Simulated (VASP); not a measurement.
**Sn: band structure with HSE06**

Crystal: Sn.

```
Sn
1.0
     0.00000    3.26858    3.26858
     3.26858    0.00000    3.26858
     3.26858    3.26858    0.00000
Sn
2
Direct
  0.00000 0.00000 0.00000
  0.25000 0.25000 0.25000
```

This isn't the form of Sn at room conditions, which is tetragonal (white tin).

```yaml
Program: VASP 6.6.1
Task: band structure
Functional: HSE06
Potentials_or_basis: VASP PAW PBE potentials, release 64 (Sn_d)
Cutoff: 520 eV
k_mesh: 6 × 6 × 6
Occupations: gaussian, width 0.03 eV
Spin: no spin polarisation
Grid_for_exact_exchange_PRECFOCK: Fast
Screening_parameter: 0.2 1/A
Further_INCAR_settings: ALGO = Normal; EDIFF = 1e-06
```

* Pressure: 0.4 GPa
* Band gap along the path: none (metal or under the smearing width)

Levels at points of the mesh, in eV from the Fermi level:
| k point | band 10 | band 11 | band 12 | band 13 | band 14 | band 15 | band 16 | band 17 | band 18 |
| --- | --- | --- | --- | --- | --- | --- | --- | --- | --- |
| (0.00, 0.00, 0.00) | -23.49 | -11.65 | -0.30 | -0.01 | -0.01 | -0.01 | 2.60 | 2.60 | 2.60 |
| (0.50, 0.00, 0.00) | -23.45 | -9.87 | -6.90 | -1.29 | -1.29 | 0.33 | 3.71 | 3.71 | 6.22 |
| (0.50, 0.50, 0.00) | -23.43 | -8.25 | -8.25 | -2.72 | -2.72 | 1.18 | 1.18 | 8.53 | 8.53 |

It took 14 min on 4 MPI ranks on Intel(R) Xeon(R) 6975P-C (Granite Rapids) (shared host), peak memory 0.35 GiB a rank.

Caveat: the PAW data sets were made with another functional, which shifts forces and pressure a little; spin-orbit coupling is left out, which moves the levels of the heavy elements.
